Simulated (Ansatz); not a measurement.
All numbers below come from Ansatz 0.2.0, DFT PBE, scalar-relativistic, plane waves, PAW. Settings: cutoff 420 eV, Γ-centred meshes spaced at most about 0.3 Å⁻¹, and about 0.25 Å⁻¹ or finer for metals (2π included), Gaussian smearing. No spin polarisation.

These are static total energies at zero pressure.

Question: Which of these relaxed structures of Al4Ni is the lowest in energy?
A. Space group I4/m (No. 87), tetragonal, a = 6.160 Å, c = 3.868 Å. Al has 9 Al at 2.68–2.84 Å and 3 Ni at 2.73–2.74 Å; Ni has 12 Al at 2.73–2.74 Å.
B. Space group P-6m2 (No. 187), hexagonal, a = 2.820 Å, c = 21.738 Å. Around Al on a site of symmetry 3m lie 3 Ni at 2.46 Å and 9 Al at 2.82–2.86 Å; Al on a second site of symmetry 3m has 12 Al at 2.82–2.90 Å; Al on a site of symmetry -6m2 has 6 Ni at 2.49 Å and 6 Al at 2.82 Å; Ni has 6 Al at 2.46–2.49 Å and 6 Ni at 2.82 Å; 2 more sites not described.
C. Space group I4/mmm (No. 139), tetragonal, a = 7.823 Å, c = 2.604 Å. Al is surrounded by 2 Ni at 2.50 Å, 2 Al at 2.60 Å, 4 Al at 2.83 Å and 2 Al at 3.02 Å; around Ni lie 8 Al at 2.50 Å and 2 Ni at 2.60 Å.

Answer: C. The next of these, A, lies 27 meV/atom higher. Counting all near atoms (those within 1.25 times the shortest distance at each site; a plus sign parts nearer from farther groups; a slash parts the counts of unlike sites): C has Al 10, Ni 10; A has Al 12, Ni 12; B has Al 12/3+9/6+6, Ni 6+6. All come from invented guesses. Shaken at random and relaxed again, C came back.

For metals, differences of a few meV/atom aren't resolved. Cells without such a test can be saddle points. Some candidate types were left out of the draw beforehand, so a known form may be missing.
